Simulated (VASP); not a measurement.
# MgSe (Fm-3m) in VASP: a series of runs

The runs below take MgSe through single point, relaxation of cell and atoms, with PBEsol.

Everything below comes from runs of VASP 6.6.1. Logs are shortened: lines on timing, memory, paths and dates and some standing lists are left out, and cuts for length are marked.

**1. The crystal as given**

The structure is cubic, space group Fm-3m (No. 225). Conventional cell: a = 5.451 Å, b = 5.451 Å, c = 5.451 Å, α = 90.00°, β = 90.00°, γ = 90.00°. Mg (site symmetry m-3m) is surrounded by 6 Se at 2.73 Å. Se (site symmetry m-3m) has 6 Mg at 2.73 Å as nearest neighbours.

**2. Single point, PBEsol**

Contents of INCAR:

```
  ALGO = Fast
  EDIFF = 1E-6
  ENCUT = 520
  GGA = PS
  ISIF = 2
  ISMEAR = 0
  LASPH = True
  LCHARG = False
  LREAL = False
  LWAVE = False
  NBANDS = 11
  NELM = 100
  PREC = Accurate
  SIGMA = 0.02
```

Contents of KPOINTS:

```
k-points
0
Gamma
  8 8 8
```

Contents of POSCAR:

```
MgSe
1.0
    0.0000000000      2.7255000000      2.7255000000
    2.7255000000      0.0000000000      2.7255000000
    2.7255000000      2.7255000000      0.0000000000
Mg Se
1 1
Direct
    0.0000000000      0.0000000000      0.0000000000
    0.5000000000      0.5000000000      0.5000000000
```

Potentials or basis: VASP PAW PBE potentials, release 64 (Mg, Se).

Run with:

```console
cat potpaw_PBE.64/Mg/POTCAR potpaw_PBE.64/Se/POTCAR > POTCAR
mpirun -np 1 vasp_std > vasp.out
```

OUTCAR:

```text
EDIFF = 1E-6
   ENCUT = 520
   GGA = PS
   ISIF = 2
   ISMEAR = 0
   LASPH = True
   LREAL = False
   NELM = 100
   PREC = Accurate

 ion  position               nearest neighbor table
   1  0.000  0.000  0.000-   2 2.73   2 2.73   2 2.73   2 2.73   2 2.73   2 2.73
   2  0.500  0.500  0.500-   1 2.73   1 2.73   1 2.73   1 2.73   1 2.73   1 2.73

  LATTYP: Found a face centered cubic cell.
 ALAT       =     5.4510000000

  Lattice vectors:

 A1 = (   0.0000000000,   2.7255000000,   2.7255000000)
 A2 = (   2.7255000000,   0.0000000000,   2.7255000000)
 A3 = (   2.7255000000,   2.7255000000,   0.0000000000)

Analysis of symmetry for initial positions (statically):
=====================================================================
 Subroutine PRICEL returns:
 Original cell was already a primitive cell.

 Routine SETGRP: Setting up the symmetry group for a
 face centered cubic supercell.

 Subroutine GETGRP returns: Found 48 space group operations
 (whereof 48 operations were pure point group operations)
 out of a pool of 48 trial point group operations.

The static configuration has the point symmetry O_h .

Analysis of symmetry for dynamics (positions and initial velocities):
=====================================================================
 Subroutine PRICEL returns:
 Original cell was already a primitive cell.

 Routine SETGRP: Setting up the symmetry group for a
 face centered cubic supercell.

 Subroutine GETGRP returns: Found 48 space group operations
 (whereof 48 operations were pure point group operations)
 out of a pool of 48 trial point group operations.

The dynamic configuration has the point symmetry O_h .

 Subroutine INISYM returns: Found 48 space group operations
 (whereof 48 operations are pure point group operations),
 and found     1 'primitive' translations

----------------------------------------------------------------------------------------

                                     Primitive cell

  volume of cell :      40.4919

  direct lattice vectors                    reciprocal lattice vectors
     0.000000000  2.725500000  2.725500000    -0.183452578  0.183452578  0.183452578
     2.725500000  0.000000000  2.725500000     0.183452578 -0.183452578  0.183452578
     2.725500000  2.725500000  0.000000000     0.183452578  0.183452578 -0.183452578

  length of vectors
     3.854439064  3.854439064  3.854439064     0.317749185  0.317749185  0.317749185

  position of ions in fractional coordinates (direct lattice)
     0.000000000  0.000000000  0.000000000
     0.500000000  0.500000000  0.500000000
[... 89 lines left out ...]
   NUPDOWN=      -1.0000    fix difference up-down
   EMIN   =  10.00;   EMAX   =-10.00  energy-range for DOS
   EFERMI =   0.00;   METHOD = LEGACY
   ISMEAR =     0;   SIGMA  =   0.02  broadening in eV -4-tet -1-fermi 0-gaus
   EFERMI_NEDOS =   21; number of points for ismear=-14 and -15
   IALGO  =     68    algorithm
   IMIX   =      4    mixing-type and parameters
     AMIX     =   0.40;   BMIX     =  1.00
     AMIX_MAG =   1.60;   BMIX_MAG =  1.00
  volume/ion in A,a.u.               =      20.25       136.63
  Fermi-wavevector in a.u.,A,eV,Ry     =   0.953488  1.801831 12.369596  0.909140
  Thomas-Fermi vector in A             =   2.082148
   LORBIT       =      0    0 simple, 1 ext, 2 COOP (PROOUT), +10 PAW based schemes
   GGA     = PS    functional components
   LHFCALC =     F    Hartree Fock is set to
   AEXX    =    0.0000 exact exchange contribution
   IVDW    =     0    specifies the selected vdW correction
   LEPSILON=     F    determine dielectric tensor
   LRPA    =     F    only Hartree local field effects (RPA)
 non-spin polarized calculation
 RMM-DIIS sequential band-by-band and
 Gauss-broadening in eV      SIGMA  =   0.02
  energy-cutoff  :      520.00
  volume of cell :       40.49
 maximum number of plane-waves:      1106
 NGX is ok and might be reduce to    30
   NGX = 15   NGY = 15   NGZ = 15

 number of electron       8.0000001 magnetization

 Free energy of the ion-electron system (eV)
  ---------------------------------------------------
  ext. energy  EPLUGINS =         0.00000000
  ---------------------------------------------------
  free energy    TOTEN  =        -8.10598468 eV

  energy without entropy =       -8.10598468  energy(sigma->0) =       -8.10598468

 E-fermi :   3.2903     XC(G=0):  -9.6199

 val. band max:        3.1442031902   @ k =   0.0000   0.0000   0.0000
 cond. band min:       4.9056175748   @ k =   0.5000   0.5000   0.0000
 fundamental gap:      1.7614143846
 Fermi energy:         3.2902859026

 k-point     1 :       0.0000    0.0000    0.0000
  band No.  band energies     occupation
      1      -9.8272      2.00000
      2       3.1442      2.00000
      3       3.1442      2.00000
      4       3.1442      2.00000
      5       5.6441      0.00000
      6      10.4763      0.00000
      7      10.4763      0.00000
      8      10.4763      0.00000
      9      13.0851      0.00000
     10      13.0851      0.00000
     11      13.9363      0.00000
[... 309 lines left out ...]
 k-point    24 :      -0.3750    0.2500    0.1250
  band No.  band energies     occupation
      1      -8.5270      2.00000
      2      -1.3307      2.00000
      3       0.8822      2.00000
      4       1.9123      2.00000
      5       7.8452      0.00000
      6       8.4714      0.00000
      7      10.8495      0.00000
      8      12.1429      0.00000
      9      14.1251      0.00000
     10      14.8401      0.00000
     11      17.1485      0.00000

 [... further k-points ...]

------------------------ aborting loop because EDIFF is reached ----------------------------------------

  FORCE on cell =-STRESS in cart. coord.  units (eV):
  Direction    XX          YY          ZZ          XY          YZ          ZX
  --------------------------------------------------------------------------------------
  -------------------------------------------------------------------------------------
  Total       -0.0282494     -0.0282494     -0.0282494      0.0000000     -0.0000000      0.0000000
  in kB       -1.1177685     -1.1177685     -1.1177685      0.0000000     -0.0000000      0.0000000
  external PRESSURE =      -1.1177685 kB  Pullay stress =       0.0000000 kB

 VOLUME and BASIS-vectors are now :
 -----------------------------------------------------------------------------
  energy-cutoff  :      520.00
  volume of cell :       40.49
      direct lattice vectors                 reciprocal lattice vectors
     0.000000000  2.725500000  2.725500000    -0.183452578  0.183452578  0.183452578
     2.725500000  0.000000000  2.725500000     0.183452578 -0.183452578  0.183452578
     2.725500000  2.725500000  0.000000000     0.183452578  0.183452578 -0.183452578

 POSITION                                       TOTAL-FORCE (eV/Angst)
 -----------------------------------------------------------------------------------
      0.00000      0.00000      0.00000        -0.000000      0.000000      0.000000
      2.72550      2.72550      2.72550         0.000000     -0.000000     -0.000000
 -----------------------------------------------------------------------------------
    total drift:                               -0.000000     -0.000000      0.000000

  FREE ENERGIE OF THE ION-ELECTRON SYSTEM (eV)
  ---------------------------------------------------
  free  energy   TOTEN  =        -8.1059846848 eV

  energy  without entropy=       -8.1059846848  energy(sigma->0) =       -8.10598468
```

OSZICAR:

```text
N       E                     dE             d eps       ncg     rms          rms(c)
DAV:   1     0.233301504899E+02    0.23330E+02   -0.35844E+03   662   0.589E+02
DAV:   2    -0.687731497354E+01   -0.30207E+02   -0.28471E+02   801   0.966E+01
DAV:   3    -0.839936738803E+01   -0.15221E+01   -0.15202E+01   797   0.228E+01
DAV:   4    -0.840656249583E+01   -0.71951E-02   -0.71947E-02   722   0.186E+00
DAV:   5    -0.840660406259E+01   -0.41567E-04   -0.41567E-04   748   0.146E-01    0.292E+00
RMM:   6    -0.815405994717E+01    0.25254E+00   -0.17494E-01   644   0.177E+00    0.186E+00
RMM:   7    -0.810864160473E+01    0.45418E-01   -0.10944E-01   660   0.148E+00    0.846E-01
RMM:   8    -0.810616240841E+01    0.24792E-02   -0.69853E-03   685   0.532E-01    0.156E-01
RMM:   9    -0.810597846314E+01    0.18395E-03   -0.74978E-04   714   0.177E-01    0.818E-02
RMM:  10    -0.810598656832E+01   -0.81052E-05   -0.10903E-04   729   0.701E-02    0.737E-02
RMM:  11    -0.810598463888E+01    0.19294E-05   -0.11095E-05   736   0.249E-02    0.628E-03
RMM:  12    -0.810598468478E+01   -0.45907E-07   -0.10234E-06   620   0.797E-03
   1 F= -.81059847E+01 E0= -.81059847E+01  d E =-.447205E-27
```

stdout:

```text
POSCAR found type information on POSCAR MgSe
 POSCAR found :  2 types and       2 ions
 scaLAPACK will be used
 -----------------------------------------------------------------------------
|                                                                             |
|                                                                             |
|     You enforced a specific xc type in the INCAR file but a different       |
|     I HOPE YOU KNOW WHAT YOU ARE DOING!                                     |
|                                                                             |
 -----------------------------------------------------------------------------

 LDA part: xc-table for (Slater+PW92), standard interpolation
 POSCAR, INCAR and KPOINTS ok, starting setup
 FFT: planning ... GRIDC
 FFT: planning ... GRID_SOFT
 FFT: planning ... GRID
 WAVECAR not read
 entering main loop
```

Wall time 18 s (1 thread of AMD EPYC 7R43 (Zen 3), shared host); peak memory 0.13 GiB.

Results:

| Quantity | Value |
| --- | --- |
| Free energy | -8.1060 eV |
| Pressure | -0.1 GPa |
| Band gap on the k mesh | 1.76 eV, indirect (least direct gap 2.50 eV) |

Levels at points of the mesh, in eV from the valence-band top:
| k point | band 1 | band 2 | band 3 | band 4 | band 5 | band 6 | band 7 | band 8 | band 9 |
| --- | --- | --- | --- | --- | --- | --- | --- | --- | --- |
| (0.00, 0.00, 0.00) | -12.97 | 0.00 | 0.00 | 0.00 | 2.50 | 7.33 | 7.33 | 7.33 | 9.94 |
| (0.50, 0.00, 0.00) | -11.84 | -5.00 | -0.59 | -0.59 | 3.71 | 6.04 | 6.04 | 8.59 | 11.32 |
| (0.50, 0.50, 0.00) | -11.52 | -4.32 | -1.81 | -1.81 | 1.76 | 3.84 | 11.64 | 12.11 | 12.11 |

Caveat: the PAW data sets were made with another functional, which shifts forces and pressure a little. Expect the measured gap to be larger: semilocal functionals such as PBEsol lack the derivative discontinuity.

**3. Relaxation of cell and atoms, PBEsol**

Contents of INCAR:

```
  ALGO = Fast
  EDIFF = 1E-6
  EDIFFG = -0.005
  ENCUT = 600
  GGA = PS
  IBRION = 2
  ISIF = 3
  ISMEAR = 0
  LASPH = True
  LCHARG = False
  LREAL = False
  LWAVE = False
  NELM = 100
  NSW = 100
  PREC = Accurate
  SIGMA = 0.02
```

KPOINTS is that of step 2.

POSCAR is that of step 2.

Potentials or basis: VASP PAW PBE potentials, release 64 (Mg, Se).

Run with:

```console
cat potpaw_PBE.64/Mg/POTCAR potpaw_PBE.64/Se/POTCAR > POTCAR
mpirun -np 1 vasp_std > vasp.out
```

OUTCAR:

```text
EDIFF = 1E-6
   EDIFFG = -0.005
   ENCUT = 600
   GGA = PS
   IBRION = 2
   ISIF = 3
   ISMEAR = 0
   LASPH = True
   LREAL = False
   NELM = 100
   NSW = 100
   PREC = Accurate

 ion  position               nearest neighbor table
   1  0.000  0.000  0.000-   2 2.73   2 2.73   2 2.73   2 2.73   2 2.73   2 2.73
   2  0.500  0.500  0.500-   1 2.73   1 2.73   1 2.73   1 2.73   1 2.73   1 2.73

  LATTYP: Found a face centered cubic cell.
 ALAT       =     5.4510000000

  Lattice vectors:

 A1 = (   0.0000000000,   2.7255000000,   2.7255000000)
 A2 = (   2.7255000000,   0.0000000000,   2.7255000000)
 A3 = (   2.7255000000,   2.7255000000,   0.0000000000)

Analysis of symmetry for initial positions (statically):
=====================================================================
 Subroutine PRICEL returns:
 Original cell was already a primitive cell.

 Routine SETGRP: Setting up the symmetry group for a
 face centered cubic supercell.

 Subroutine GETGRP returns: Found 48 space group operations
 (whereof 48 operations were pure point group operations)
 out of a pool of 48 trial point group operations.

The static configuration has the point symmetry O_h .

Analysis of symmetry for dynamics (positions and initial velocities):
=====================================================================
 Subroutine PRICEL returns:
[... 231 lines left out ...]

 number of electron       8.0000000 magnetization

 Free energy of the ion-electron system (eV)
  ---------------------------------------------------
  ext. energy  EPLUGINS =         0.00000000
  ---------------------------------------------------
  free energy    TOTEN  =        -8.10615866 eV

  energy without entropy =       -8.10615866  energy(sigma->0) =       -8.10615866

 E-fermi :   3.2918     XC(G=0):  -9.6255

 val. band max:        3.1552218106   @ k =   0.0000   0.0000   0.0000
 cond. band min:       4.9192596825   @ k =   0.5000   0.5000   0.0000
 fundamental gap:      1.7640378719
 Fermi energy:         3.2918359719

 k-point     1 :       0.0000    0.0000    0.0000
  band No.  band energies     occupation
      1      -9.8239      2.00000
      2       3.1552      2.00000
      3       3.1552      2.00000
      4       3.1552      2.00000
      5       5.6644      0.00000
      6      10.4870      0.00000
      7      10.4870      0.00000
      8      10.4870      0.00000
[... 243 lines left out ...]
 k-point    24 :      -0.3750    0.2500    0.1250
  band No.  band energies     occupation
      1      -8.5200      2.00000
      2      -1.3264      2.00000
      3       0.8890      2.00000
      4       1.9207      2.00000
      5       7.8597      0.00000
      6       8.4855      0.00000
      7      10.8655      0.00000
      8      12.1608      0.00000

 [... further k-points ...]

------------------------ aborting loop because EDIFF is reached ----------------------------------------

  FORCE on cell =-STRESS in cart. coord.  units (eV):
  Direction    XX          YY          ZZ          XY          YZ          ZX
  --------------------------------------------------------------------------------------
  -------------------------------------------------------------------------------------
  Total       -0.0016274     -0.0016274     -0.0016274      0.0000000     -0.0000000      0.0000000
  in kB       -0.0644816     -0.0644816     -0.0644816      0.0000000     -0.0000000      0.0000000
  external PRESSURE =      -0.0644816 kB  Pullay stress =       0.0000000 kB
[... 17 lines left out ...]
  FREE ENERGIE OF THE ION-ELECTRON SYSTEM (eV)
  ---------------------------------------------------
  free  energy   TOTEN  =        -8.1061586619 eV

  energy  without entropy=       -8.1061586619  energy(sigma->0) =       -8.10615866

 reached required accuracy - stopping structural energy minimisation
```

Run time: 32 s. Hardware: 1 thread of AMD EPYC 7R43 (Zen 3), shared host; peak memory 0.16 GiB.

What came out:

```yaml
Free_energy: -8.1062 eV
Relaxed_volume: 20.22 Å³/atom
Relaxed_cell: a = 3.853 Å, b = 3.853 Å, c = 3.853 Å, α = 60.00°, β = 60.00°, γ = 60.00°
Space_group_after_relaxing_to_0.05_Å: Fm-3m (No. 225)
Energy_gained_by_relaxing: 0.0 meV/atom
Ionic_steps: 3
Pressure_after_relaxing: 0.0 GPa
Band_gap_on_the_k_mesh: 1.76 eV, indirect (least direct gap 2.51 eV)
```

Final structure:
```
Mg Se
1.0
     0.00000    2.72427    2.72427
     2.72427    0.00000    2.72427
     2.72427    2.72427    0.00000
Mg Se
1 1
Cartesian
  0.0000 0.0000 0.0000
  2.7243 2.7243 2.7243
```

Caveat: the PAW data sets were made with another functional, which shifts forces and pressure a little. PBEsol gaps usually lie below the measured ones, often by a third to a half.

**4. Single point, PBEsol**

Contents of INCAR:

```
SYSTEM = MgSe
PREC = Accurate ; ENCUT = 520
EDIFF = 1E-6 ; ISMEAR = 0
SIGMA = 0.1 ; LREAL = .False.
LASPH = .True. ; NELM = 100
ALGO = Fast ; ISIF = 2
LWAVE = .False. ; LCHARG = .False.
GGA = PS ; NBANDS = 11
```

Contents of KPOINTS:

```
Automatic mesh
0
Gamma
  6 6 6
  0 0 0
```

POSCAR is that of step 3.

Run with:

```console
cat potpaw_PBE.64/Mg/POTCAR potpaw_PBE.64/Se/POTCAR > POTCAR
mpirun -np 1 vasp_std > vasp.out
```

Run time: 12 s. Hardware: 1 thread of AMD EPYC 7R43 (Zen 3), shared host; peak memory 0.12 GiB.

Results (log left out):

| Property | Result |
| --- | --- |
| Free energy | -8.1007 eV |
| Pressure | -0.1 GPa |
| Band gap on the k mesh | 1.76 eV, indirect (least direct gap 2.50 eV) |

Levels at points of the mesh, in eV from the valence-band top:
```csv
k point,band 1,band 2,band 3,band 4,band 5,band 6,band 7,band 8
"(0.00, 0.00, 0.00)",-12.97,0.00,0.00,0.00,2.50,7.33,7.33,7.33
"(0.50, 0.00, 0.00)",-11.84,-5.00,-0.59,-0.59,3.70,6.04,6.04,8.59
"(0.50, 0.50, 0.00)",-11.52,-4.32,-1.81,-1.81,1.76,3.84,11.64,12.11
```

Caveat: the PAW data sets were made with another functional, which shifts forces and pressure a little.

**5. Overview**

```tsv
task	cell	k mesh	cutoff (eV)	smearing	gap on the mesh (eV)	pressure (GPa)
single point	as given	8 × 8 × 8	520	gaussian 0.02 eV	1.76	-0.1
relaxation of cell and atoms	relaxed	8 × 8 × 8	600	gaussian 0.02 eV	1.76	0.0
single point	as given	6 × 6 × 6	520	gaussian 0.1 eV	1.76	-0.1
```

Alike in all rows: level PBEsol; potentials or basis VASP PAW PBE potentials, release 64 (Mg, Se); no spin polarisation.

Caveats: the PAW data sets were made with another functional, which shifts forces and pressure a little.

Total energies depend on the potentials used, so only differences within one code and one set of settings carry meaning.
